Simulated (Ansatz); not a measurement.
# MgTe: do energies and stresses tell the same story?

Theory: Ansatz, DFT PBE, scalar-relativistic, plane waves, PAW.

Plane waves to 420 eV, a k mesh through Γ of 8×8×8 on the computed 2-atom cell and Gaussian smearing (0.02 eV); no spin polarisation.

Relaxed cell: F-43m, a = 6.509 Å, b = 6.509 Å, c = 6.509 Å, α = 90.00°, β = 90.00°, γ = 90.00°, 2 atoms in the primitive cell. This zinc-blende form isn't the usual stable structure of the compound.

Energies at zero smearing and pressures from the stress tensor, at volumes with shape and atoms relaxed:
```tsv
V (Å³/atom)	E − E(first) (meV/atom)	P (GPa)
30.339	0.00	5.65
31.373	-30.62	3.89
32.407	-50.72	2.38
33.442	-61.83	1.09
34.476	-65.26	-0.01
35.510	-62.09	-0.95
36.544	-53.30	-1.76
37.923	-34.18	-2.65
```

Question: Check P = −dE/dV between neighbouring volumes, and get the bulk modulus from the pressures alone.

Answer: With 1 eV/Å³ = 160.2 GPa:
```
middle V (Å³/atom)  −ΔE/ΔV (GPa) mean P (GPa)
            30.856         4.743         4.766
            31.890         3.114         3.133
            32.924         1.722         1.738
            33.959         0.530         0.544
            34.993        -0.490        -0.477
            36.027        -1.363        -1.352
            37.234        -2.221        -2.205
```

The two differ by 0.02 GPa at most. The mean of two end pressures misses the average over a step by about ΔV² P″/12, up to 0.02 GPa here; with that taken off 0.00 GPa remains. Around V = 34.476 Å³/atom, the two neighbours give B = −V ΔP/ΔV = 34.476 × 2.04 / 2.069 = 34.1 GPa, against B0 = 33.9 GPa from the Birch–Murnaghan fit of the energies.